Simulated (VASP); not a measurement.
Wanted: the native input for a VASP 6.6.1 run.

| Property | Result |
| --- | --- |
| Task | relaxation of cell and atoms |
| Functional | PBE |
| Potentials or basis | VASP PAW PBE potentials, release 54 (Hf) |
| Cutoff | 600 eV |
| k mesh | 10 × 10 × 5 |
| Occupations | fermi-dirac, width 0.05 eV |
| Spin | no spin polarisation |
| Further INCAR settings | ALGO = Normal; EDIFF = 1e-06; IBRION = 2; EDIFFG = -0.005; NSW = 60; ISIF = 3 |

The structure of Hf lies in POSCAR:

```
Hf
1.0
    3.1967000000      0.0000000000      0.0000000000
   -1.5983500000      2.7684234083      0.0000000000
    0.0000000000      0.0000000000      5.0578000000
Hf
2
Direct
    0.6666666667      0.3333333333      0.7500000000
    0.3333333333      0.6666666667      0.2500000000
```

One way to write it, as run:

INCAR

```
SYSTEM = Hf
  PREC = Accurate
  ENCUT = 600
  EDIFF = 1E-6
  ISMEAR = -1
  SIGMA = 0.05
  LREAL = .False.
  LASPH = .True.
  NELM = 80
  ALGO = Normal
  ISIF = 3
  LWAVE = .False.
  LCHARG = .False.
  GGA = PE
  IBRION = 2
  NSW = 60
  EDIFFG = -0.005
```

KPOINTS

```
regular mesh
0
Gamma
  10 10 5
  0 0 0
```

Potentials or basis: VASP PAW PBE potentials, release 54 (Hf).

The run is started by

```sh
$ cat potpaw_PBE.54/Hf/POTCAR > POTCAR
$ mpirun -np 1 vasp_std > vasp.out
```

It gave:

```json
{"Relaxed volume": "22.25 Å³/atom", "Relaxed cell": "a = 3.195 Å, b = 3.195 Å, c = 5.035 Å, α = 90.00°, β = 90.00°, γ = 120.00°", "Space group after relaxing (to 0.05 Å)": "P6_3/mmc (No. 194)", "Energy gained by relaxing": "0.4 meV/atom", "Ionic steps": "7", "Pressure after relaxing": "0.0 GPa", "Band gap on the k mesh": "none (metal or under the smearing width)"}
```

It took 36 s on 1 thread of Intel(R) Xeon(R) Platinum 8488C (Sapphire Rapids) (shared host), peak memory 0.19 GiB.
